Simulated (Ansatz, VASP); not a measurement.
**Cd2S in VASP and in Ansatz**

```
CELL_PARAMETERS angstrom
3.88342 0.00000 0.00000
-1.94171 3.36314 0.00000
0.00000 0.00000 5.80919
ATOMIC_POSITIONS crystal
Cd 0.33333 0.66667 0.93272
Cd 0.66667 0.33333 0.57873
S 0.33333 0.66667 0.36571
```

Change from the starting cell: strain_xy = -0.02.

Alike in both runs: functional PBEsol; k mesh 8 × 8 × 5; occupations fermi-dirac, width 0.05 eV; no spin polarisation.

|  | VASP | Ansatz |
| --- | --- | --- |
| version | VASP 6.6.1 | Ansatz 0.2.0 |
| potentials or method | VASP PAW PBE potentials, release 64 (Cd, S), cutoff 520 eV | all-electron LAPW, scalar-relativistic |
| task | single point | band structure |

```csv
,VASP,Ansatz,Ansatz less VASP
gap on the k mesh at the Fermi level (eV),0.19,0.19,+0.001
least direct gap on the mesh (eV),0.57,0.57,0.000
pressure (GPa),-1.3,-1.6,-0.30
largest component of the traceless stress (GPa),0.99,1.06,+0.076
rms of the force components (eV/Å),0.034,0.036,+0.0019
```

Atom by atom the forces differ by 0.011 eV/Å (rms over components). Ansatz ran all-electron here, so the differences hold the error of VASP's frozen core and of both bases.

Caveats: the PAW data sets were made with another functional, which shifts forces and pressure a little (VASP); an odd mesh through Γ misses points on the zone boundary, where band edges often lie (VASP).
